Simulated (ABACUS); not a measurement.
# W (Im-3m) in ABACUS: further runs

Aim: see how the results for W move with the level of theory and the settings. Levels: WC, BLYP. Tasks: single point, relaxation of cell and atoms.

Everything below comes from runs of ABACUS 3.10.1. Logs are shortened: lines on timing, memory, paths and dates and some standing lists are left out, and cuts for length are marked.

## 1. The crystal as given

The structure is cubic, space group Im-3m (No. 229). The conventional cell has a = 3.165 Å, b = 3.165 Å, c = 3.165 Å, α = 90.00°, β = 90.00°, γ = 90.00°. W (site symmetry m-3m) has 8 W at 2.74 Å as nearest neighbours.

## 2. Single point, WC

run_abacus.py

```python
"""ABACUS run from a structure file: ASE reads it, the script writes STRU, KPT and INPUT."""
import re
import subprocess
import spglib
from ase import Atoms
from ase.io import read
from ase.units import Bohr

atoms = read("W.cif")
cell, frac, numbers = spglib.standardize_cell((atoms.cell[:], atoms.get_scaled_positions(), atoms.numbers), to_primitive=True, symprec=1e-4)
atoms = Atoms(numbers=numbers, cell=cell, scaled_positions=frac, pbc=True)  # the primitive cell
atoms = atoms[(-atoms.numbers).argsort(kind="stable")]  # ABACUS lists atoms element by element
pseudo = {'W': 'W.upf'}
orbital = {}
magmoms = None
kmesh = [10, 10, 10]
params = {
    'suffix': 'W',
    'calculation': 'scf',
    'basis_type': 'pw',
    'pseudo_dir': './',
    'symmetry': 1,
    'dft_functional': 'wc',
    'ecutwfc': 74,
    'pseudo_rcut': 10,
    'nspin': 1,
    'nbands': 17,
    'ks_solver': 'dav',
    'smearing_method': 'fd',
    'smearing_sigma': 0.00367493,
    'scf_thr': 1e-08,
    'scf_nmax': 100,
    'mixing_type': 'broyden',
    'mixing_beta': 0.7,
    'cal_force': 1,
    'cal_stress': 1,
    'out_chg': 1,
    'kpar': 4,
}

symbols = atoms.get_chemical_symbols()
elements = list(dict.fromkeys(symbols))
lines = ["ATOMIC_SPECIES"] + [f"{e} {atoms.get_masses()[symbols.index(e)]:.4f} {pseudo[e]}" for e in elements]
if orbital:
    lines += ["", "NUMERICAL_ORBITAL"] + [orbital[e] for e in elements]
lines += ["", "LATTICE_CONSTANT", f"{1 / Bohr:.10f}", "", "LATTICE_VECTORS"]
lines += [" ".join(f"{x:.10f}" for x in v) for v in atoms.cell]
lines += ["", "ATOMIC_POSITIONS", "Direct"]
for e in elements:
    lines += ["", e, "0.0", str(symbols.count(e))]
    for i, p in enumerate(atoms.get_scaled_positions(wrap=False)):
        if symbols[i] == e:
            mag = "" if magmoms is None else " mag " + " ".join(str(x) for x in (magmoms[i] if isinstance(magmoms[i], list) else [magmoms[i]]))
            lines.append(" ".join(f"{x:.10f}" for x in p) + " 1 1 1" + mag)
open("STRU", "w").write("\n".join(lines) + "\n")
open("KPT", "w").write("K_POINTS\n0\nGamma\n%d %d %d 0 0 0\n" % tuple(kmesh))
open("INPUT", "w").write("INPUT_PARAMETERS\n" + "".join(f"{k:<20s}{v}\n" for k, v in params.items()))

done = subprocess.run(['mpirun', '-np', '4', 'abacus'])
if done.returncode:
    raise SystemExit(done.returncode)
log = open("OUT.W/running_scf.log").read()
print("final energy (eV):", re.findall(r"FINAL_ETOT_IS (\S+)", log))
```

W.cif

```cif
data_W
_cell_length_a 3.16469000
_cell_length_b 3.16469000
_cell_length_c 3.16469000
_cell_angle_alpha 90.00000000
_cell_angle_beta 90.00000000
_cell_angle_gamma 90.00000000
_space_group_name_H-M_alt 'Im-3m'
_space_group_name_Hall '-I 4 2 3'
_space_group_IT_number 229
loop_
_space_group_symop_operation_xyz
'x,y,z'
'-x,-y,-z'
'-y,x,z'
'y,-x,-z'
'-x,-y,z'
'x,y,-z'
'y,-x,z'
'-y,x,-z'
'x,-y,-z'
'-x,y,z'
'-y,-x,-z'
'y,x,z'
'-x,y,-z'
'x,-y,z'
'y,x,-z'
'-y,-x,z'
'z,x,y'
'-z,-x,-y'
'z,-y,x'
'-z,y,-x'
'z,-x,-y'
'-z,x,y'
'z,y,-x'
'-z,-y,x'
'-z,x,-y'
'z,-x,y'
'-z,-y,-x'
'z,y,x'
'-z,-x,y'
'z,x,-y'
'-z,y,x'
'z,-y,-x'
'y,z,x'
'-y,-z,-x'
'x,z,-y'
'-x,-z,y'
'-y,z,-x'
'y,-z,x'
'-x,z,y'
'x,-z,-y'
'-y,-z,x'
'y,z,-x'
'-x,-z,-y'
'x,z,y'
'y,-z,-x'
'-y,z,x'
'x,-z,y'
'-x,z,-y'
'x+1/2,y+1/2,z+1/2'
'-x+1/2,-y+1/2,-z+1/2'
'-y+1/2,x+1/2,z+1/2'
'y+1/2,-x+1/2,-z+1/2'
'-x+1/2,-y+1/2,z+1/2'
'x+1/2,y+1/2,-z+1/2'
'y+1/2,-x+1/2,z+1/2'
'-y+1/2,x+1/2,-z+1/2'
'x+1/2,-y+1/2,-z+1/2'
'-x+1/2,y+1/2,z+1/2'
'-y+1/2,-x+1/2,-z+1/2'
'y+1/2,x+1/2,z+1/2'
'-x+1/2,y+1/2,-z+1/2'
'x+1/2,-y+1/2,z+1/2'
'y+1/2,x+1/2,-z+1/2'
'-y+1/2,-x+1/2,z+1/2'
'z+1/2,x+1/2,y+1/2'
'-z+1/2,-x+1/2,-y+1/2'
'z+1/2,-y+1/2,x+1/2'
'-z+1/2,y+1/2,-x+1/2'
'z+1/2,-x+1/2,-y+1/2'
'-z+1/2,x+1/2,y+1/2'
'z+1/2,y+1/2,-x+1/2'
'-z+1/2,-y+1/2,x+1/2'
'-z+1/2,x+1/2,-y+1/2'
'z+1/2,-x+1/2,y+1/2'
'-z+1/2,-y+1/2,-x+1/2'
'z+1/2,y+1/2,x+1/2'
'-z+1/2,-x+1/2,y+1/2'
'z+1/2,x+1/2,-y+1/2'
'-z+1/2,y+1/2,x+1/2'
'z+1/2,-y+1/2,-x+1/2'
'y+1/2,z+1/2,x+1/2'
'-y+1/2,-z+1/2,-x+1/2'
'x+1/2,z+1/2,-y+1/2'
'-x+1/2,-z+1/2,y+1/2'
'-y+1/2,z+1/2,-x+1/2'
'y+1/2,-z+1/2,x+1/2'
'-x+1/2,z+1/2,y+1/2'
'x+1/2,-z+1/2,-y+1/2'
'-y+1/2,-z+1/2,x+1/2'
'y+1/2,z+1/2,-x+1/2'
'-x+1/2,-z+1/2,-y+1/2'
'x+1/2,z+1/2,y+1/2'
'y+1/2,-z+1/2,-x+1/2'
'-y+1/2,z+1/2,x+1/2'
'x+1/2,-z+1/2,y+1/2'
'-x+1/2,z+1/2,-y+1/2'
loop_
_atom_site_label
_atom_site_type_symbol
_atom_site_symmetry_multiplicity
_atom_site_Wyckoff_symbol
_atom_site_fract_x
_atom_site_fract_y
_atom_site_fract_z
_atom_site_occupancy
W1 W 2 a 0.0000000000 0.0000000000 0.0000000000 1
```

Potentials or basis: PseudoDojo NC SR 0.5 PBE stringent, plane waves.

Started as:

```console
OMP_NUM_THREADS=1 python run_abacus.py > log
```

running log:

```text
ABACUS v3.10.1

               Atomic-orbital Based Ab-initio Computation at UStc

 ------------------------------------------------------------------------------------

 READING GENERAL INFORMATION
                           global_out_dir = OUT.W/
                           global_in_card = INPUT
                               pseudo_dir = ./
                              orbital_dir =
                                    DSIZE = 4
                                    GSIZE = 1

 READING UNITCELL INFORMATION
                                    ntype = 1
                  lattice constant (Bohr) = 1.88973
              lattice constant (Angstrom) = 1

 READING ATOM TYPE 1
                               atom label = W
                      L=0, number of zeta = 1
                      L=1, number of zeta = 1
                      L=2, number of zeta = 1
             number of atom for this type = 1

                        TOTAL ATOM NUMBER = 1
DIRECT COORDINATES
    atom                   x                   y                   z     mag                  vx                  vy                  vz
taud_W1            0.0000000000        0.0000000000        0.0000000000  0.0000        0.0000000000        0.0000000000        0.0000000000

                          Volume (Bohr^3) = 106.945
                             Volume (A^3) = 15.8476

 Lattice vectors: (Cartesian coordinate: in unit of a_0)
             -1.58234            +1.58234            +1.58234
             +1.58234            -1.58234            +1.58234
             +1.58234            +1.58234            -1.58234
 Reciprocal vectors: (Cartesian coordinate: in unit of 2 pi/a_0)
                   +0           +0.315987           +0.315987
            +0.315987                  +0           +0.315987
            +0.315987           +0.315987                  +0
 The esolver type has been set to : ksdft_pw

                PAO radial cut off (Bohr) = 10

 Read in pseudopotential file is W.upf
                     pseudopotential type = NC
          exchange-correlation functional = PBE
                 nonlocal core correction = 1
                        valence electrons = 14
                                     lmax = 3
                           number of zeta = 4
                     number of projectors = 8
                           L of projector = 0
                           L of projector = 0
                           L of projector = 1
                           L of projector = 1
                           L of projector = 2
                           L of projector = 2
                           L of projector = 3
                           L of projector = 3
 XC functional updated to : wc
          exchange-correlation functional = WC
     initial pseudo atomic orbital number = 10

 SETUP THE ELECTRONS NUMBER
             electron number of element W = 14
       total electron number of element W = 14
            AUTOSET number of electrons:  = 14
                           occupied bands = 7
                                   NBANDS = 17
                                   NLOCAL = 9

%%%%%%%%%%%%%%%%%%%%%%%%%%%%%%%%%%%%%%%%%%%%%%%%%%%%%%%%%%%%%%%%%%%%%%%%%%%%%%%%%%%%%%%%%%%%%%%%%%%%%%%%%%
 Warning: the number of valence electrons in pseudopotential > 6 for W: [Xe] 4f14 5d4 6s2
 Pseudopotentials with additional electrons can yield (more) accurate outcomes, but may be less efficient.
 If you're confident that your chosen pseudopotential is appropriate, you can safely ignore this warning.
%%%%%%%%%%%%%%%%%%%%%%%%%%%%%%%%%%%%%%%%%%%%%%%%%%%%%%%%%%%%%%%%%%%%%%%%%%%%%%%%%%%%%%%%%%%%%%%%%%%%%%%%%%

[... 110 lines left out ...]

           k-point number in this process = 12
       minimum distributed K point number = 11
[... stars of the k points ...]

[... K-POINTS CARTESIAN COORDINATES: 12 rows ...]

[... K-POINTS DIRECT COORDINATES: 12 rows ...]

 SETUP PLANE WAVES FOR WAVE FUNCTIONS
     energy cutoff for wavefunc (unit:Ry) = 74
              fft grid for wave functions = [ 30, 30, 30 ]
                    number of plane waves = 1745
                         number of sticks = 201

 PARALLEL PW FOR WAVE FUNCTIONS
     PROC   COLUMNS(POT)             PW
        1            201           1745
 --------------- sum -------------------
        1            201           1745

 SETUP NONLOCAL PSEUDOPOTENTIALS IN PLANE WAVE BASIS
 W non-local projectors:
 projector 1 L=0
 projector 2 L=0
 projector 3 L=1
 projector 4 L=1
 projector 5 L=2
 projector 6 L=2
 projector 7 L=3
 projector 8 L=3
      TOTAL NUMBER OF NONLOCAL PROJECTORS = 32

 Init Non-Local PseudoPotential table :
 Init Non-Local-Pseudopotential done.

                                     npwx = 1157

 Make real space PAO into reciprocal space.
       max mesh points in Pseudopotential = 1001
     dq(describe PAO in reciprocal space) = 0.01
                                    max q = 1037

 number of pseudo atomic orbitals for W is 4
WARNING: norm of atomic wavefunction # 3 of atomic type W is 0.999981, renormalized
WARNING: norm of atomic wavefunction # 4 of atomic type W is 0.99991, renormalized

 -------------------------------------------
 SELF-CONSISTENT
 -------------------------------------------
                                 init_chg = atomic

 PW ALGORITHM --------------- ION=   1  ELEC=   1--------------------------------
 Notice: Threshold on eigenvalues was too large.
 hsover_error=0.14 > DRHO=0.0407679
 Origin diag ethr = 0.01
 New diag ethr = 0.000291199

 Density error is 0.0412581297042
                          Error Threshold = 0.000291199262829
----------------------------------------------------------
     Energy           Rydberg                 eV
----------------------------------------------------------
 E_KohnSham     -151.5947935502      -2062.5529794162
 E_Harris       -152.7700522075      -2078.5431937791
 E_Fermi        1.6916474268         23.0160440109
----------------------------------------------------------
[... 51 lines left out ...]
 Density error is 1.62259583329e-09
                          Error Threshold = 1.08814260686e-10
----------------------------------------------------------
     Energy           Rydberg                 eV
----------------------------------------------------------
 E_KohnSham     -151.6019655175      -2062.6505590380
 E_KS(sigma->0) -151.6018082272      -2062.6484189934
 E_Harris       -151.6019221744      -2062.6499693246
 E_band         -6.1644854630        -83.8721275354
 E_one_elec     -15.2565010396       -207.5753456818
 E_Hartree      15.9687219099        217.2656077514
 E_xc           -33.0425739971       -449.5672829466
 E_Ewald        -119.2712978101      -1622.7692580718
 E_entropy(-TS) -0.0003145806        -0.0042800893
 E_descf        0.0000000000         0.0000000000
 E_exx          0.0000000000         0.0000000000
 E_Fermi        1.6572675792         22.5482821876
----------------------------------------------------------

 charge density convergence is achieved
 final etot is -2062.650559 eV
 EFERMI = 22.548282188 eV

 STATE ENERGY(eV) AND OCCUPATIONS    NSPIN == 1
 1/12 kpoint (Cartesian) = 0.0000 0.0000 0.0000 (1157 pws)
       1       -51.6429     0.00200000
       2       -15.2380     0.00200000
       3       -15.2380     0.00200000
       4       -15.2380     0.00200000
       5        12.7840     0.00200000
       6        21.1569     0.00200000
[... 9 lines left out ...]
      16        51.7560        0.00000
[... 82 lines left out ...]
       4       -15.2454      0.0120000
       5        16.1313      0.0120000
       6        18.8272      0.0120000
[... 9 lines left out ...]
      16        49.8928        0.00000
      17        53.0063        0.00000

[... levels at 6 further k points ...]

------------------------------------------------------------------------------------------
 TOTAL-FORCE (eV/Angstrom)
------------------------------------------------------------------------------------------
                        W1         0.0000000000         0.0000000000         0.0000000000
------------------------------------------------------------------------------------------

----------------------------------------------------------------
 TOTAL-STRESS (KBAR)
----------------------------------------------------------------
        -3.9614649323         0.0000000000         0.0000000000
         0.0000000000        -3.9614649323        -0.0000000000
        -0.0000000000        -0.0000000000        -3.9614649323
----------------------------------------------------------------
 TOTAL-PRESSURE: -3.961465 KBAR

 --------------------------------------------
 !FINAL_ETOT_IS -2062.6505590380365902 eV
 --------------------------------------------
```

Wall time 4.5 s (4 MPI ranks of Intel Xeon Platinum 8488C (Sapphire Rapids), shared host); peak memory 0.36 GiB.

What came out:

| Quantity | Value |
| --- | --- |
| Free energy | -2062.6506 eV |
| Pressure | -0.4 GPa |
| Band gap on the k mesh | none (metal or under the smearing width) |

Caveat: the potentials were made for another functional, which shifts forces and pressure.

## 3. Relaxation of cell and atoms, WC

run_abacus.py

```python
"""Relaxation by an ASE optimiser with ABACUS as a small file-based calculator."""
import re
import subprocess
import numpy as np
from ase.calculators.calculator import Calculator, all_changes
from ase.filters import FrechetCellFilter
from ase.io import read
from ase.optimize import LBFGS
from ase.stress import full_3x3_to_voigt_6_stress
from ase.units import Bohr, GPa

atoms = read("W.cif")
atoms = atoms[(-atoms.numbers).argsort(kind="stable")]  # ABACUS lists atoms element by element
pseudo = {'W': 'W.upf'}
orbital = {}
magmoms = None
kmesh = [10, 10, 10]
params = {
    'suffix': 'W',
    'calculation': 'scf',
    'basis_type': 'pw',
    'pseudo_dir': './',
    'symmetry': 1,
    'dft_functional': 'wc',
    'ecutwfc': 74,
    'pseudo_rcut': 10,
    'nspin': 1,
    'nbands': 11,
    'ks_solver': 'dav',
    'smearing_method': 'fd',
    'smearing_sigma': 0.00367493,
    'scf_thr': 1e-08,
    'scf_nmax': 100,
    'mixing_type': 'broyden',
    'mixing_beta': 0.7,
    'cal_force': 1,
    'cal_stress': 1,
    'kpar': 4,
}

def write_input(atoms):
    symbols = atoms.get_chemical_symbols()
    elements = list(dict.fromkeys(symbols))
    lines = ["ATOMIC_SPECIES"] + [f"{e} {atoms.get_masses()[symbols.index(e)]:.4f} {pseudo[e]}" for e in elements]
    if orbital:
        lines += ["", "NUMERICAL_ORBITAL"] + [orbital[e] for e in elements]
    lines += ["", "LATTICE_CONSTANT", f"{1 / Bohr:.10f}", "", "LATTICE_VECTORS"]
    lines += [" ".join(f"{x:.10f}" for x in v) for v in atoms.cell]
    lines += ["", "ATOMIC_POSITIONS", "Direct"]
    for e in elements:
        lines += ["", e, "0.0", str(symbols.count(e))]
        for i, p in enumerate(atoms.get_scaled_positions(wrap=False)):
            if symbols[i] == e:
                mag = "" if magmoms is None else " mag " + " ".join(str(x) for x in (magmoms[i] if isinstance(magmoms[i], list) else [magmoms[i]]))
                lines.append(" ".join(f"{x:.10f}" for x in p) + " 1 1 1" + mag)
    open("STRU", "w").write("\n".join(lines) + "\n")
    open("KPT", "w").write("K_POINTS\n0\nGamma\n%d %d %d 0 0 0\n" % tuple(kmesh))
    open("INPUT", "w").write("INPUT_PARAMETERS\n" + "".join(f"{k:<20s}{v}\n" for k, v in params.items()))

class Abacus(Calculator):
    implemented_properties = ["energy", "free_energy", "forces", "stress"]

    def calculate(self, atoms=None, properties=("energy",), system_changes=all_changes):
        super().calculate(atoms, properties, system_changes)
        write_input(self.atoms)
        subprocess.run(['mpirun', '-np', '4', 'abacus'], check=True)
        log = open("OUT.W/running_scf.log").read()
        if "charge density convergence is achieved" not in log:
            raise RuntimeError("SCF not converged")
        rows = lambda title, n: np.array([l.split()[-3:] for l in log.split(title)[-1].split("\n")[2:2 + n]], float)
        energy = float(re.findall(r"FINAL_ETOT_IS (\S+)", log)[-1])
        stress = -rows("TOTAL-STRESS", 3) / 10 * GPa  # ABACUS prints kbar, compression positive
        self.results = dict(energy=energy, free_energy=energy, forces=rows("TOTAL-FORCE", len(self.atoms)), stress=full_3x3_to_voigt_6_stress(stress))

atoms.calc = Abacus()
opt = LBFGS(FrechetCellFilter(atoms), logfile="opt.log", trajectory="relax.traj")
print("optimiser converged:", opt.run(fmax=0.03, steps=60))
```

W.cif

```cif
data_W
_cell_length_a 2.74070194
_cell_length_b 2.74070194
_cell_length_c 2.74070194
_cell_angle_alpha 109.47122063
_cell_angle_beta 109.47122063
_cell_angle_gamma 109.47122063
_space_group_name_H-M_alt 'P1'
_space_group_name_Hall 'P 1'
_space_group_IT_number 1
loop_
_space_group_symop_operation_xyz
'x,y,z'
loop_
_atom_site_label
_atom_site_type_symbol
_atom_site_symmetry_multiplicity
_atom_site_Wyckoff_symbol
_atom_site_fract_x
_atom_site_fract_y
_atom_site_fract_z
_atom_site_occupancy
W1 W 1 a 0.0000000000 0.0000000000 0.0000000000 1
```

Potentials or basis: PseudoDojo NC SR 0.5 PBE stringent, plane waves.

Started as:

```console
OMP_NUM_THREADS=1 python run_abacus.py > log
```

Wall time 5.8 s (4 MPI ranks of Intel Xeon Platinum 8488C (Sapphire Rapids), shared host); peak memory 0.36 GiB.

Results (log left out):

- Free energy: -2062.6506 eV
- Relaxed volume: 15.82 Å³/atom
- Relaxed cell: a = 2.739 Å, b = 2.739 Å, c = 2.739 Å, α = 109.47°, β = 109.47°, γ = 109.47°
- Space group after relaxing (to 0.05 Å): Im-3m (No. 229)
- Energy gained by relaxing: 0.0 meV/atom
- Ionic steps: 2
- Pressure after relaxing: 0.1 GPa
- Band gap on the k mesh: none (metal or under the smearing width)

Final structure:
```
W
1.0
     2.73921    0.00000    0.00000
    -0.91307    2.58256    0.00000
    -0.91307   -1.29128    2.23656
W
1
Direct
  0.00000 0.00000 0.00000
```

Levels at points of the mesh, in eV from the Fermi level:
| k point | band 4 | band 5 | band 6 | band 7 | band 8 | band 9 |
| --- | --- | --- | --- | --- | --- | --- |
| (0.00, 0.00, 0.00) | -37.78 | -9.77 | -1.39 | -1.39 | -1.39 | 2.09 |
| (0.50, 0.50, 0.00) | -37.79 | -6.43 | -3.73 | 0.63 | 1.99 | 2.97 |
| (0.50, 0.50, 0.50) | -38.70 | -5.99 | -5.99 | 5.04 | 5.04 | 5.04 |

Caveat: the potentials were made for another functional, which shifts forces and pressure.

(Continued in part 2 of 2.)
